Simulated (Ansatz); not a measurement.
Si: relaxation of the atoms with PBEsol

Si:

```xyz
1
Lattice="2.6061 0.0082 0.0181 -1.2960 2.2920 -0.0017 0.0170 0.0080 2.4514" Properties=species:S:1:pos:R:3 pbc="T T T"
Si    0.1486    0.0794    0.0465
```

The cell isn't the ideal one: cell strained at random at fixed volume.

```json
{
 "Program": "Ansatz 0.2.0",
 "Task": "relaxation of the atoms",
 "Functional": "PBEsol",
 "Potentials or basis": "Ansatz PAW",
 "Cutoff": "420 eV (not typed: the program's choice for these potentials)",
 "k mesh": "12 × 12 × 11",
 "Occupations": "fermi-dirac, width 0.1 eV",
 "Spin": "no spin polarisation"
}
```

| Item | Value |
| --- | --- |
| Pressure after relaxing | 0.7 GPa |
| Band gap on the k mesh | none (metal or under the smearing width) |

Stress tensor (GPa, compression positive):
```
-0.45  0.09 -0.98
 0.09 -1.46 -0.54
-0.98 -0.54  4.14
```

Final structure:
```yaml
crystal:
  lattice:
    - [2.60606, 0.00816, 0.01811]
    - [-1.29596, 2.29203, -0.00172]
    - [0.01705, 0.00797, 2.45144]
  atoms:
    - { symbol: Si, position: [0.07396, 0.03431, 0.01844] }
```

Levels at points of the mesh, in eV from the Fermi level:
```csv
k point,band 1,band 2,band 3,band 4,band 5,band 6
"(0.00, 0.00, 0.00)",-14.12,7.63,8.29,9.99,10.40,11.86
"(0.00, -0.50, 0.00)",-7.84,-6.87,5.40,6.69,12.98,15.33
"(-0.50, 0.00, 0.00)",-7.64,-6.81,4.98,6.42,13.11,15.32
"(-0.50, -0.50, 0.00)",-7.53,-6.77,4.77,6.28,13.21,15.37
```

Wall time 2.9 s on 2 threads of Arm Neoverse V2, with other jobs on the host, peak memory 0.37 GiB.

Caveat: the relaxation stopped at its first step, so nothing moved; the PAW data sets come from PBE, with cores solved anew for the run's functional, which leaves a small shift of forces and pressure; the thresholds are loose for stress.
